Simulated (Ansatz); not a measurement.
**Equation of state of zirconium, fcc**

Method: Ansatz 0.2.0, DFT, BLYP, plane waves (420 eV) with PAW, scalar-relativistic. The PAW files were generated under PBE, with cores re-solved for the functional.

The cell is scaled uniformly from the relaxed one, with fractional coordinates and shape fixed. Energies are extrapolated to zero smearing, pressures are those at the given smearing. Magnetic state: spin not included.

```csv
V (Å³/atom),E − E₀ (meV/atom),P (GPa)
21.137,108.5,13.60
22.098,45.1,8.31
23.059,10.5,3.88
24.019,0.0,0.16
24.980,9.9,-2.96
25.941,37.0,-5.59
26.902,78.5,-7.78
```

(1) Fit a third-order Birch-Murnaghan equation.

Results:

(1) V₀ = 24.01 Å³/atom, B₀ = 85 GPa, B₀′ = 3.3.
